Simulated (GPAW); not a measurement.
Runs of GPAW 26.7.0 on MgSe. The structure is cubic, space group Fm-3m (No. 225). The conventional cell has a = 5.451 Å, b = 5.451 Å, c = 5.451 Å, α = 90.00°, β = 90.00°, γ = 90.00°. Se (site symmetry m-3m) has 6 Mg at 2.73 Å as nearest neighbours. Mg (site symmetry m-3m) is surrounded by 6 Se at 2.73 Å. 

```csv
task,level,potentials or basis,band path,band points,gap on the mesh (eV),pressure (GPa),V0 of scaled cells (Å³/atom),B0 (GPa)
band structure,r2SCAN,"GPAW PAW data sets (gpaw-data 1.2.1), pw","GXWKGLUWLK,UX",60,(b),(a),-,-
equation of state,PBEsol,"PAW data sets generated in the run's folder for this functional, pw",-,-,-,-,20.25,65
equation of state,LDA,"the program's PAW data sets (release 1.2.1) made for this functional, pw",-,-,-,-,19.61,69
band structure,LDA,"the program's PAW data sets (release 1.2.1) made for this functional, pw","GXWKGLUWLK,UX",60,(c),-2.1,-,-
```

Alike in all rows: no spin polarisation; cell as given; k mesh 8 × 8 × 8; cutoff (eV) 800; smearing fermi-dirac 0.05 eV.

**Question.** Estimate the missing entries.

**Answer.** (a) 0.9; (b) 2.51; (c) 1.66.

Caveats: the PAW data sets were made with another functional, which shifts forces and pressure a little (some runs).

A k mesh can miss the band edges, and the runs leave out spin-orbit coupling on Se.

Runs at the PBE level aren't shown here.
